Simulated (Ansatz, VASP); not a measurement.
**Tl in VASP and in Ansatz**

```
CELL_PARAMETERS angstrom
3.50864 0.00000 0.00000
-1.75432 3.03857 0.00000
0.00000 0.00000 11.26560
ATOMIC_POSITIONS crystal
Tl 0.66667 0.33333 0.75000
Tl 0.00000 0.00000 0.50000
Tl 0.33333 0.66667 0.25000
Tl 0.00000 0.00000 0.00000
```

Alike in both runs: task single point; functional PBE; k mesh 9 × 9 × 3; occupations fermi-dirac, width 0.05 eV; no spin polarisation.

```csv
,VASP,Ansatz
version,VASP 6.6.1,Ansatz 0.2.0
potentials or method,"VASP PAW PBE potentials, release 64 (Tl_d)",Ansatz PAW
plane-wave cutoff (eV),520,420
valence electrons in the cell,52,52
```

Ansatz gave:

| Item | Value |
| --- | --- |
| gap on the k mesh at the Fermi level (eV) | none |
| pressure (GPa) | 1.2 |

Task: Which values does VASP return?

Result: gap on the k mesh at the Fermi level (eV): none; pressure (GPa): 1.1.

A gap of «none» marks a metal or a gap that the smearing closes.

The runs have no spin-orbit coupling, so splittings on Tl are missing.
